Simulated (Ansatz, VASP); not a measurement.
# MoS2 in VASP and in Ansatz

```xyz
3
Lattice="3.1540 0.0000 0.0000 -1.5770 2.7314 0.0000 0.0000 0.0000 32.2630" Properties=species:S:1:pos:R:3 pbc="T T T"
S     0.0000    1.8209   14.5640
S     0.0000    1.8209   17.6990
Mo    1.5770    0.9105   16.1315
```

Alike in both runs: functional PBE; dispersion D3(BJ); k mesh 12 × 12 × 1; no spin polarisation.

Ansatz relaxed the structure, and its values are those at the end. VASP's run is a single point on that final structure, the one shown.

|  | VASP | Ansatz |
| --- | --- | --- |
| version | VASP 6.6.1 | Ansatz 0.2.0 |
| potentials or method | VASP PAW PBE potentials, release 64 (S, Mo_sv) | scalar-relativistic, plane waves, PAW |
| plane-wave cutoff (eV) | 520 | 420 |
| occupations | gaussian, width 0.01 eV | fixed |
| valence electrons in the cell | 26 | 26 |

Ansatz gave:

| Item | Value |
| --- | --- |
| gap on the k mesh at the Fermi level (eV) | 1.78 |
| least direct gap on the mesh (eV) | 1.78 |
| rms of the force components (eV/Å) | 0.000 |

Problem. Estimate VASP's values.

Solution. gap on the k mesh at the Fermi level (eV): 1.78; least direct gap on the mesh (eV): 1.78; rms of the force components (eV/Å): 0.006.

Ansatz warned: «xc_potential_rough_in_thin_density».
